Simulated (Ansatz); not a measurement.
# Al3Cu2: rattled cells

This session takes Al3Cu2 and sets out to see what random moves of the atoms cost.

Computed with Ansatz 0.2.0 (DFT r2SCAN, scalar-relativistic, plane waves, PAW, unless a step's input says otherwise).

2 further runs of the same task are left out: 2 set aside as unsound or not needed. Runs told in other sessions of the task aren't counted.

## 1. Starting point

It takes space group P-3m1 (No. 164, trigonal). The conventional cell has a = 4.102 Å, b = 4.102 Å, c = 4.990 Å, α = 90.00°, β = 90.00°, γ = 120.00°. Al (site symmetry -3m) has 6 Cu at 2.50 Å in its first shell of neighbours. Around Al (site symmetry 3m) lie 5 Cu at 2.45 to 2.55 Å and 3 Al at 2.80 Å. Around Cu (site symmetry 3m) lie 8 Al at 2.45 to 2.55 Å.

As a file:

```
CELL_PARAMETERS angstrom
4.10181 0.00000 0.00000
-2.05091 3.55227 0.00000
0.00000 0.00000 4.98986
ATOMIC_POSITIONS crystal
Al 0.00000 0.00000 0.00000
Al 0.33333 0.66667 0.35017
Al 0.66667 0.33333 0.64983
Cu 0.33333 0.66667 0.84017
Cu 0.66667 0.33333 0.15983
```

It goes back to an entry of the Materials Project, which need not be the stable form.

It is the result of an earlier relaxation at this level (volume 14.54 Å³/atom; gap on the mesh: none (metal)).

## 2. Zero of energy

Reference values: F = -14884.6788 eV; pressure -0.01 GPa; largest force 0.006 eV/Å; gap on the mesh none (metal). It was computed beforehand with the settings of the runs below.

## 3. The scan: rattled cells

All atoms are moved at random with no net shift, in some cells together with a random strain.

## 4. At rms move = 0.309 Å

input.yaml

```yaml
crystal:
  lattice:
    - [4.1018117833, 0.0, 0.0]
    - [-2.0509058917, 3.5522732059, 0.0]
    - [0.0, 0.0, 4.9898613924]
  atoms:
    - { symbol: Al, position: [0.0447178199, 0.0161730519, 0.0591232949] }
    - { symbol: Al, position: [0.3155582298, 0.6813743529, 0.3557054928] }
    - { symbol: Al, position: [0.648033979, 0.3819569868, 0.5667950226] }
    - { symbol: Cu, position: [0.3125118288, 0.6605738794, 0.8486104372] }
    - { symbol: Cu, position: [0.6791781425, 0.2599217289, 0.1697657525] }
basis:
  ecutwfc: 500
kpoints:
  mp_grid: { grid: [12, 12, 10] }
hamiltonian:
  xc: r2scan
scf:
  occupations: { method: gaussian, width: 0.15 }
output:
  forces: true
  stress: true
  eigenvalues: true
```

The run is started by

```sh
$ ansatz run input.yaml --threads 2 --pin off --max-ram 5120MiB --backend cpu --events-out ev --progress --plain --runs-dir out
```

## 5. At rms move = 0.380 Å

input.yaml

```yaml
crystal:
  lattice:
    - [4.1288723777, -0.0451865552, -0.0132871627]
    - [-2.1035688936, 3.7429347342, -0.0259711702]
    - [-0.0161638573, -0.0458137874, 5.0980254199]
  atoms:
    - { symbol: Al, position: [-0.0230842204, -0.0137568276, 0.0188051871] }
    - { symbol: Al, position: [0.3392646534, 0.551595669, 0.3797803409] }
    - { symbol: Al, position: [0.6051368438, 0.4077538749, 0.603871146] }
    - { symbol: Cu, position: [0.3529189732, 0.7133615825, 0.8793173196] }
    - { symbol: Cu, position: [0.72576375, 0.3410457012, 0.1182260065] }
basis:
  ecutwfc: 500
kpoints:
  mp_grid: { grid: [12, 12, 10] }
hamiltonian:
  xc: r2scan
scf:
  occupations: { method: gaussian, width: 0.15 }
output:
  forces: true
  stress: true
  eigenvalues: true
```

(Steps that only read results are left out.)

Q: Predict the outcome of this session.

**Answer**, as computed:

| quantity | value |
| --- | --- |
| costliest cell | 812.7 meV/atom at an rms move of 0.380 Å |

What this shows: The cost runs from 353.2 to 812.7 meV/atom. Energy over the square of the rms move lies between 3.7 and 5.6 eV/Å² per atom; a harmonic solid under isotropic random moves would keep it roughly constant, while strain and close contacts change it.
